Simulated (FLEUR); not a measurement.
The system is Mo.

```xyz
1
Lattice="-1.5838 1.5838 1.5838 1.5838 -1.5838 1.5838 1.5838 1.5838 -1.5838" Properties=species:S:1:pos:R:3 pbc="T T T"
Mo    0.0000    0.0000    0.0000
```

Program: FLEUR MaX-R8.1 (later development tree). Alike in all runs: potentials or basis all-electron, FLAPW; cell as given; smearing fermi-dirac 0.05 eV. Hardware: 1 thread of Arm Neoverse V2, with other jobs on the host.

Q: Order these runs on this cell by their wall time, lowest first.
A. task single point; level PBEsol; spin off; k mesh 12 × 12 × 12; gmax 12.9 1/bohr; muffin-tin radii Mo 2.35 bohr; lnonsphr Mo 10; kmax 4.17 1/bohr
B. task band structure; level RPBE; spin SOC, no magnetisation; k mesh 9 × 9 × 9; gmax 12.7 1/bohr; muffin-tin radii Mo 2.4 bohr; kmax 4.1 1/bohr
C. task band structure; level RPBE; spin off; k mesh 12 × 12 × 12; gmax 12.7 1/bohr; muffin-tin radii Mo 2.4 bohr; kmax 4.1 1/bohr

A: C (11 s), A (26 s), B (240 s).

Not every run made on this cell is shown here.
